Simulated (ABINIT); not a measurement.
A run of ABINIT 10.8.3 (patched build) is set up as follows.

File run.abi:

```
ndtset 2

pp_dirpath "./"
pseudos "Pt.GGA_PBE-JTH.xml, Te.GGA_PBE-JTH.xml"

acell 3*1.0 Angstrom
rprim
     4.0100000000     0.0000000000     0.0000000000
    -2.0050000000     3.4727618692     0.0000000000
     0.0000000000     0.0000000000     5.2010000000
ntypat 2
znucl 78 52
natom 3
typat 1 2 2
xred
     0.0000000000     0.0000000000     0.0000000000
     0.6666666667     0.3333333333     0.7500000000
     0.3333333333     0.6666666667     0.2500000000

ecut 544.227725 eV
pawecutdg 40.0

ixc 15

occopt 3
tsmear 0.00183747

nstep 100

iomode 3
prtwf 0
prteig 0
prtebands 0
enunit 1
prtden1 1

kptopt1 1
ngkpt1 8 8 5
nshiftk1 1
shiftk1 0.0 0.0 0.0
nband1 15
tolvrs1 1.0e-9

iscf2 -2
getden2 1
nband2 19
nbdbuf2 2
tolwfr2 1.0e-12
kptopt2 -7
ndivsm2 8
prteig2 1
prtvol2 -3
kptbounds2
     0.0000000000     0.0000000000     0.0000000000
     0.5000000000     0.0000000000     0.0000000000
     0.3333333333     0.3333333333     0.0000000000
     0.0000000000     0.0000000000     0.0000000000
     0.0000000000     0.0000000000     0.5000000000
     0.5000000000     0.0000000000     0.5000000000
     0.3333333333     0.3333333333     0.5000000000
     0.0000000000     0.0000000000     0.5000000000
```

Potentials or basis: JTH PAW PBE v2.0.

Command:

```console
$ abinit run.abi > log 2>&1
```

Question: Estimate the pressure.

Answer: 11.9 GPa.

Question: What does it give for the largest force?

Answer: 1.261 eV/Å.

Stress tensor (GPa, compression positive):
```
12.70  0.00  0.00
 0.00 12.70  0.00
 0.00  0.00 10.27
```

Caveat: the PAW data sets were made with another functional, which shifts forces and pressure a little.
